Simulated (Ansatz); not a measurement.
Computed properties of PbO (NiAs type)

All numbers come from Ansatz. Simulation only: non-magnetic, and no claim that this is the phase found in nature.

The cell is PbO, NiAs type; cell and atoms were relaxed with r2SCAN. The symmetry is P6_3/mmc (No. 194, hexagonal); a = 3.566 Å, c = 6.470 Å in the conventional setting, 17.82 Å³ an atom. Around Pb lie 6 O at 2.62 Å; around O lie 6 Pb at 2.62 Å.

```cif
data_structure
_symmetry_space_group_name_H-M 'P 1'
_symmetry_Int_Tables_number 1
_cell_length_a 3.5665
_cell_length_b 3.5665
_cell_length_c 6.4701
_cell_angle_alpha 90.000
_cell_angle_beta 90.000
_cell_angle_gamma 120.000
_cell_volume 71.27
loop_
_atom_site_label
_atom_site_type_symbol
_atom_site_fract_x
_atom_site_fract_y
_atom_site_fract_z
_atom_site_occupancy
Pb1 Pb 0.00000 0.00000 0.00000 1
Pb2 Pb 0.00000 0.00000 0.50000 1
O1 O 0.33333 0.66667 0.25000 1
O2 O 0.66667 0.33333 0.75000 1
```

Relaxed lattice by functional, symmetry kept:
```csv
functional,k mesh,a (Å),c (Å),volume (Å³/atom)
PBE,12×12×6,3.611,6.508,18.38
r2SCAN,12×12×4,3.566,6.470,17.82
PBEsol,12×12×4,3.542,6.428,17.46
LDA,12×12×4,3.503,6.370,16.92
HSE06,6×6×4,3.573,6.439,17.80
```

Band edges at fixed r2SCAN geometry:
```json
{"level": "LDA", "k mesh": "12×12×4", "gap (eV)": "none (overlap 0.36)", "kind": "–", "edges": "–", "least direct gap (eV)": "–", "rough cost": "12 core-seconds"}
{"level": "PBE", "k mesh": "12×12×4", "gap (eV)": "none (overlap 0.35)", "kind": "–", "edges": "–", "least direct gap (eV)": "–", "rough cost": "15 core-seconds"}
{"level": "PBE+SOC", "k mesh": "12×12×4", "gap (eV)": "none (overlap 0.32)", "kind": "–", "edges": "–", "least direct gap (eV)": "–", "rough cost": "80 core-seconds"}
{"level": "r2SCAN", "k mesh": "12×12×4", "gap (eV)": "none (overlap 0.15)", "kind": "–", "edges": "–", "least direct gap (eV)": "–", "rough cost": "30 core-seconds"}
{"level": "HSE06", "k mesh": "6×6×4", "gap (eV)": "0.08", "kind": "indirect", "edges": "Γ–M (0.17) → M", "least direct gap (eV)": "0.21", "rough cost": "6 core-minutes"}
```
All runs use a smearing of 0.02 eV.
Wave cutoffs: 420 eV, 500 eV (r2SCAN).
Points off the special ones are mesh points or PBE's searched band edges, reused at the other levels. Set aside, since their points miss a band edge that the other levels read or their mesh is too coarse: HSE06+SOC.
Costs come from shared machines and give only the order; PBE's includes the band path.

With HSE06 the valence top lies at Γ–M (0.17 of the way from Γ) and the conduction bottom at M, 0.08 eV higher; the smallest vertical gap, at Γ, is 0.21 eV. With PBE+SOC the bands overlap by 0.32 eV (counted from 1, band 40 peaks at K and band 41 bottoms out at M): no gap.

The levels disagree on the kind of gap: indirect with HSE06; no gap with LDA, PBE, PBE+SOC, r2SCAN.

Only the levels marked +SOC include spin-orbit coupling.

Where bands overlap the cell is a metal at that level, and these k meshes limit energies, forces and stress. Overlaps of a few tenths of an eV in semilocal functionals can be an artefact that a hybrid or GW lifts.

The meshes of the hybrids are coarse, so their gaps aren't converged to the digits shown.
